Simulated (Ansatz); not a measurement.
SiNi:

```
Ni Si
1.0
     2.94277    0.00000    0.00000
     0.00000    3.28033    0.00000
     0.00000    0.00000    4.67745
Ni Si
2 2
Direct
  0.50000 0.50000 0.34250
  0.00000 0.00000 0.65750
  0.50000 0.50000 0.84314
  0.00000 0.00000 0.15686
```

The cell is a database's computed one.

Base run:

- Program: Ansatz 0.2.0
- Functional: PBE
- Potentials or basis: Ansatz PAW
- Cutoff: 500 eV
- Density cutoff: 2000 eV
- k mesh: 9 × 8 × 6
- Occupations: fermi-dirac, width 0.05 eV
- Spin: collinear spin, ferromagnetic start
- Starting moments: [1.0, 1.0, 0.0, 0.0] μB

Its results: band gap on the k mesh none (metal or under the smearing width); pressure 6.7 GPa; net moment 0.00 μB per cell; largest force 0.054 eV/Å.

Question: The run is repeated on the same cell with these changes: potentials or basis from Ansatz PAW to JTH PAW; cutoff from 500 eV to 2400 eV (not typed: the program's choice for these potentials). What comes out?

Answer: Band gap on the k mesh none (metal or under the smearing width); pressure 7.2 GPa; net moment 0.00 μB per cell; largest force 0.046 eV/Å.

Caveats: the starting moments weren't kept.
